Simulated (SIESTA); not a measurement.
Crystal: Ru.

```
Ru
1.0
     2.70580    0.00000    0.00000
    -1.35290    2.34329    0.00000
     0.00000    0.00000    4.28190
Ru
2
Direct
  0.66667 0.33333 0.75000
  0.33333 0.66667 0.25000
```

Base run:

- Program: SIESTA 5.4.2
- Functional: PBEGcGxHEG
- Potentials or basis: PseudoDojo 0.4 standard (PBE files)
- Basis: DZP (energy shift 0.002 Ry)
- Grid cutoff: 800 Ry
- Energy shift: 0.002 Ry
- k mesh: 11 × 11 × 6
- Occupations: fermi-dirac, width 0.05 eV
- Spin: no spin polarisation

Its results: band gap on the k mesh none (metal or under the smearing width); pressure -9.4 GPa.

Question: After a change of settings the same cell gave: band gap on the k mesh none (metal or under the smearing width); pressure 17.6 GPa. Which change was it?
A. functional from PBEGcGxHEG to vdW-DF2
B. functional from PBEGcGxHEG to PW86PBE
C. functional from PBEGcGxHEG to BLYP
D. functional from PBEGcGxHEG to PBE; potentials or basis from PseudoDojo 0.4 standard (PBE files) to PseudoDojo 0.4 stringent (PBE files)

Answer: B.

Caveats: semicore shells carry a single zeta, which can move pressures by several GPa and volumes by a few percent; the potentials were made for another functional, which shifts forces and pressure; the basis of atomic orbitals isn't converged, which shifts pressures, moduli and gaps; so large a pressure means that the cell lies far from this level's equilibrium, or that cutoff or potentials fall short (some runs).
